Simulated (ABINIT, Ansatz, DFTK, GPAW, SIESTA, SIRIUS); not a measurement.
## MgB2: programs and potentials compared

```
CELL_PARAMETERS angstrom
3.08500 0.00000 0.00000
-1.54250 2.67169 0.00000
0.00000 0.00000 3.52300
ATOMIC_POSITIONS crystal
Mg 0.01959 0.99359 0.99020
B 0.66441 0.32161 0.49171
B 0.33637 0.66639 0.50926
```

Atoms were shifted at random by some hundredths of an Å from the given cell, which wasn't relaxed again for these runs.

Alike in all runs: task single point; functional PBEsol; k mesh 10 × 10 × 8; occupations fermi-dirac, width 0.05 eV; no spin polarisation; no spin-orbit coupling. Pressure is positive in compression and, in plane waves, holds the error of the finite cutoff.

```json
{"program and potentials": "DFTK, PseudoDojo SR PBEsol 0.4.1 standard (PBEsol)", "plane-wave cutoff (eV)": "1143", "notes": "-", "band gap (eV)": "no gap", "pressure (GPa)": "-2.37", "largest force (eV/Å)": "0.737", "energy over the undisturbed cell (meV/atom)": "-"}
{"program and potentials": "ABINIT, PseudoDojo NC SR PBEsol v0.4.1 standard", "plane-wave cutoff (eV)": "1143", "notes": "-", "band gap (eV)": "no gap", "pressure (GPa)": "-2.37", "largest force (eV/Å)": "0.738", "energy over the undisturbed cell (meV/atom)": "-"}
{"program and potentials": "GPAW, PAW data sets generated for this functional", "plane-wave cutoff (eV)": "800", "notes": "-", "band gap (eV)": "no gap", "pressure (GPa)": "-2.78", "largest force (eV/Å)": "0.737", "energy over the undisturbed cell (meV/atom)": "10.88"}
{"program and potentials": "Ansatz, all-electron LAPW, scalar-relativistic", "plane-wave cutoff (eV)": "-", "notes": "-", "band gap (eV)": "no gap", "pressure (GPa)": "-2.78", "largest force (eV/Å)": "0.735", "energy over the undisturbed cell (meV/atom)": "-"}
{"program and potentials": "SIRIUS, PseudoDojo 0.4.1 PBEsol standard (scalar relativistic)", "plane-wave cutoff (eV)": "1152", "notes": "-", "band gap (eV)": "no gap", "pressure (GPa)": "-2.37", "largest force (eV/Å)": "0.737", "energy over the undisturbed cell (meV/atom)": "-"}
{"program and potentials": "SIESTA, files PseudoDojo sr-pbesol-0.4.1-standard, DZP (energy shift 0.003 Ry; two zetas on semicore shells)", "plane-wave cutoff (eV)": "-", "notes": "atomic basis", "band gap (eV)": "no gap", "pressure (GPa)": "2.61", "largest force (eV/Å)": "0.728", "energy over the undisturbed cell (meV/atom)": "11.06"}
```

Force on atom 3 (B), eV/Å:

```
                                                                                      program and potentials      x       y       z
                                                          DFTK, PseudoDojo SR PBEsol 0.4.1 standard (PBEsol)  0.148  -0.164  -0.703
                                                             ABINIT, PseudoDojo NC SR PBEsol v0.4.1 standard  0.148  -0.165  -0.704
                                                           GPAW, PAW data sets generated for this functional  0.149  -0.158  -0.705
                                                              Ansatz, all-electron LAPW, scalar-relativistic  0.148  -0.156  -0.703
                                              SIRIUS, PseudoDojo 0.4.1 PBEsol standard (scalar relativistic)  0.148  -0.164  -0.703
SIESTA, files PseudoDojo sr-pbesol-0.4.1-standard, DZP (energy shift 0.003 Ry; two zetas on semicore shells)  0.154  -0.210  -0.680
```

None finds a gap. The pressure spans -2.78 (Ansatz, all-electron LAPW, scalar-relativistic) to 2.61 GPa (SIESTA, files PseudoDojo sr-pbesol-0.4.1-standard, DZP (energy shift 0.003 Ry; two zetas on semicore shells)), with all-electron results at -2.78. Rows in atomic bases carry the error of their basis and grid, which can be large.

The functional is the same throughout but for its coding, so the spread measures potentials, basis and numerics; runs on potential files found faulty are left out.
